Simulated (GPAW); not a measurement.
Runs of GPAW 26.7.0 on InP. Symmetry: F-43m, No. 216, cubic system. Conventional cell: a = 5.861 Å, b = 5.861 Å, c = 5.861 Å, α = 90.00°, β = 90.00°, γ = 90.00°. In (site symmetry -43m) has 4 P at 2.54 Å as nearest neighbours. P (site symmetry -43m) has 4 In at 2.54 Å as nearest neighbours. 

```tsv
task	level	potentials or basis	spin	k mesh	cutoff (eV)	eigensolver	maxiter	band path	band points	spin axis theta (degrees)	other keys	gap on the mesh (eV)	pressure (GPa)	V0 of scaled cells (Å³/atom)	B0 (GPa)
band structure	BLYP	PAW data sets generated in the run's folder for this functional, pw	SOC, no magnetisation	6 × 6 × 6	600	davidson	150	GXWKGLUWLK,UX	80	0	-	(a)	6.4	-	-
equation of state	OLYP+D4	PAW data sets generated in the run's folder for this functional, pw	off	6 × 6 × 6	600	davidson	150	-	-	-	-	-	-	24.74	68
one-shot levels of the hybrid HSE06	LDA	the program's PAW data sets (release 1.2.1) made for this functional, pw	off	5 × 5 × 5	500	-	150	-	-	-	-	0.47	(c)	-	-
single point	PBE	GPAW PAW data sets (gpaw-data 1.2.1), pw	off	6 × 6 × 6	500	-	50	-	-	-	several, not listed	0.71	2.6	-	-
equation of state	BP86+D4	PAW data sets generated in the run's folder for this functional, pw	off	6 × 6 × 6	600	-	150	-	-	-	-	-	-	24.99	70
band structure	SCAN	GPAW PAW data sets (gpaw-data 1.2.1), pw	SOC, no magnetisation	6 × 6 × 6	600	-	150	GXWKGLUWLK,UX	60	90	-	1.02	0.9	-	-
equation of state	vdW-DF-cx	GPAW PAW data sets (gpaw-data 1.2.1), pw	off	6 × 6 × 6	600	-	150	-	-	-	-	-	-	25.82	(b)
band structure	PBEint	PAW data sets generated in the run's folder for this functional, pw	SOC, no magnetisation	6 × 6 × 6	600	-	150	GXWKGLUWLK,UX	80	90	-	0.66	1.2	-	-
```

Alike in all rows: cell as given; smearing fermi-dirac 0.05 eV.

Task: Estimate the missing entries.

Result: (a) 0.56; (b) 65; (c) -1.9.

Caveats: spin-orbit coupling was added after a scalar SCF, so levels and gaps hold it while energy, forces, pressure and moments don't (some runs); this program's spin-orbit splittings come out too wide for heavy elements (some runs); the cutoff is short for stress and forces, so pressures can be off by a GPa or more (some runs); spin-orbit coupling is left out, which moves the levels of the heavy elements (some runs); the PAW data sets were made with another functional, which shifts forces and pressure a little (some runs); energy and the plain gap are those of the semilocal run (some runs); the hybrids' values are one shot on its orbitals and mesh (some runs).

A k mesh can miss the band edges, and rows without SOC leave out spin-orbit coupling on In.
